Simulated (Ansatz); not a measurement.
**Bands of NbAs**

```xyz
4
Lattice="3.4000 0.0000 0.0000 -1.7000 2.9445 0.0000 0.0000 0.0000 8.3619" Properties=species:S:1:pos:R:3 pbc="T T T"
Nb    0.0000    1.9630    0.3063
Nb    1.7000    0.9815    4.4872
As    0.0000    1.9630    2.8378
As    1.7000    0.9815    7.0188
```

Atoms are numbered in the order listed.

The cell was built from the wurtzite type and relaxed in the same program, and has space group P6_3mc; it needn't be a known or the stable phase.

Computed with DFT, PBE, all-electron LAPW, scalar-relativistic in Ansatz 0.2.0.

Numerical set-up: a Γ-centred 9×9×5 k mesh, Fermi–Dirac smearing of 0.08 eV, basis error target 1 meV/atom, no spin polarisation.

Points in fractions of the reciprocal vectors of this cell: Γ (0, 0, 0), M (0.5, 0, 0), K (0.333, 0.333, 0), A (0, 0, 0.5), L (0.5, 0, 0.5), H (0.333, 0.333, 0.5). The path joins them by straight lines in the order Γ–M–K–Γ–A–L–H–A–L; legs that retrace an earlier one aren't tabulated. Energies are in eV from the Fermi level.

Q: List the levels at A between -20 and 5.5 eV.

A: -11.71 (×2), -4.60 (×2), -0.94 (×4), -0.45 (×2), 0.91 (×4), 4.62 (×4).

Q: List the levels at H between -20 and 5.5 eV.

A: -9.89 (×2), -3.91 (×2), -3.64 (×2), -2.23 (×2), -0.40 (×2), 0.05 (×2), 2.65 (×2), 2.73 (×2), 4.80 (×2).

Q: List the levels at K between -20 and 5.5 eV.

A: -9.89 (×2), -4.23, -3.64 (×2), -3.52, -2.41 (×2), -0.39, -0.38, 0.57 (×2), 1.48, 2.45 (×2), 4.34 (×2), 4.44.

Q: What is the band gap?

A: None at this level of theory (metallic, semimetallic, or a small gap that the functional closes).
